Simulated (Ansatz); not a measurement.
**Pb in Ansatz: the effect of functional**

Pb:

```
Pb
1.0
     0.00000    3.36880    3.36880
     3.36880    0.00000    3.36880
     3.36880    3.36880    0.00000
Pb
2
Direct
  0.25000 0.25000 0.25000
  0.00000 0.00000 0.00000
```

This isn't the form of Pb at room conditions, which is fcc.

The cell isn't the ideal one: volume scaled by 0.94.

Alike in all runs:

| Item | Value |
| --- | --- |
| Program | Ansatz 0.2.0 |
| Task | single point |
| Potentials or basis | Ansatz PAW |
| k mesh | 7 × 7 × 7 |
| Occupations | fermi-dirac, width 0.05 eV |
| Spin | no spin polarisation |

```tsv
functional	cutoff	pressure (GPa)
LDA	420 eV (not typed: the program's choice for these potentials)	1.5
PBEsol	420 eV (not typed: the program's choice for these potentials)	2.8
r2SCAN	500 eV (not typed: the program's choice for these potentials)	?
```

Q: What does the run with functional r2SCAN give?

A: Pressure 3.6 GPa.

Caveats: the PAW data sets come from PBE, with cores solved anew for the run's functional, which leaves a small shift of forces and pressure.
